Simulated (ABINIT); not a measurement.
TiSi2:

```xyz
6
Lattice="1.7651 -6.7593 0.0000 1.7651 6.7593 0.0000 0.0000 0.0000 3.5652" Properties=species:S:1:pos:R:3 pbc="T T T"
Ti    1.7651    5.3653    0.8913
Ti    1.7651   -5.3653    2.6739
Si    1.7651   -3.3839    0.8913
Si    1.7651    3.3839    2.6739
Si    1.7651    0.7875    0.8913
Si    1.7651   -0.7875    2.6739
```

The cell comes from a database or a generator and needn't be the stable form of this composition.

Base run:

```yaml
Program: ABINIT 10.8.3 (patched build)
Functional: PBE
Potentials_or_basis: JTH PAW PBE v2.0
Cutoff: 408 eV
k_mesh: 8 × 8 × 8
Occupations: fermi-dirac, width 0.05 eV
Spin: no spin polarisation
```

Its results: band gap on the k mesh none (metal or under the smearing width); pressure 2.0 GPa; largest force 0.184 eV/Å.

Q: The run is repeated on the same cell with these changes: functional from PBE to LDA; potentials or basis from JTH PAW PBE v2.0 to JTH PAW LDA v2.0. What comes out?

A: Band gap on the k mesh none (metal or under the smearing width); pressure -5.1 GPa; largest force 0.108 eV/Å.

Not every run made on this cell is shown here.
